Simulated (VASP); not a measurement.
Pd: single point with LDA

Crystal: Pd.

```xyz
1
Lattice="0.0000 1.7893 1.9449 1.7893 0.0000 1.9449 1.7893 1.7893 0.0000" Properties=species:S:1:pos:R:3 pbc="T T T"
Pd    0.0000    0.0000    0.0000
```

The cell isn't the ideal one: strain -0.080 along x and y, +0.000 along z, atoms carried along.

```
Program                : VASP 6.6.1
Task                   : single point
Functional             : LDA
Potentials or basis    : VASP PAW LDA potentials, release 64 (Pd)
Cutoff                 : 520 eV
k mesh                 : 20 × 20 × 20
Occupations            : gaussian, width 0.15 eV
Spin                   : no spin polarisation
Dipole correction      : no
Further INCAR settings : ALGO = Normal; EDIFF = 1e-06; NBANDS = 11
```

* Pressure: 42.1 GPa
* Band gap on the k mesh: none (metal or under the smearing width)

Stress tensor (GPa, compression positive):
```
46.04  0.00  0.00
 0.00 46.04  0.00
 0.00  0.00 34.12
```

Levels at points of the mesh, in eV from the Fermi level:
```
           k point  band 3  band 4  band 5  band 6  band 7  band 8
(0.00, 0.00, 0.00)   -3.36   -3.36   -2.21   -1.05   17.16   21.11
(0.50, 0.00, 0.00)   -3.34   -0.19    0.21    0.60    8.83   16.28
(0.50, 0.50, 0.00)    0.06    0.39    0.39    2.10   11.06   15.12
(0.50, 0.00, 0.50)   -0.09    0.02    0.85    3.93   13.10   13.51
```

Wall time 27 s on 1 thread of Intel(R) Xeon(R) 6975P-C (Granite Rapids), with other jobs on the host, peak memory 0.2 GiB.

Caveat: so large a pressure means that the cell lies far from this level's equilibrium, or that cutoff or potentials fall short.
